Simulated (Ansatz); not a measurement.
The system is BaH2.

```xyz
6
Lattice="4.4620 0.0000 0.0000 -2.2310 3.8642 0.0000 0.0000 0.0000 6.0553" Properties=species:S:1:pos:R:3 pbc="T T T"
Ba    0.0000    2.5762    1.5138
Ba    2.2310    1.2881    4.5415
H     0.0000    0.0000    0.0000
H     0.0000    0.0000    3.0276
H     2.2310    1.2881    1.5138
H     0.0000    2.5762    4.5415
```

The cell comes from a database or a generator and needn't be the stable form of this composition.

Base run:

* Program: Ansatz 0.2.0
* Functional: HSE06
* Potentials or basis: Ansatz PAW
* Cutoff: 420 eV (not typed: the program's choice for these potentials)
* k mesh: 6 × 6 × 4
* Occupations: fermi-dirac, width 0.05 eV
* Spin: no spin polarisation

Its results: band gap on the k mesh 2.64 eV, indirect (least direct gap 3.74 eV); pressure -0.8 GPa.

Problem. The run is repeated on the same cell with these changes: functional from HSE06 to PBE0. What comes out?

Solution. Band gap on the k mesh 3.32 eV, indirect (least direct gap 4.42 eV); pressure -0.8 GPa.

Caveats: spin-orbit coupling is left out, which moves the levels of the heavy elements; the PAW data sets come from PBE, with cores solved anew for the run's functional, which leaves a small shift of forces and pressure; the thresholds are loose for stress.
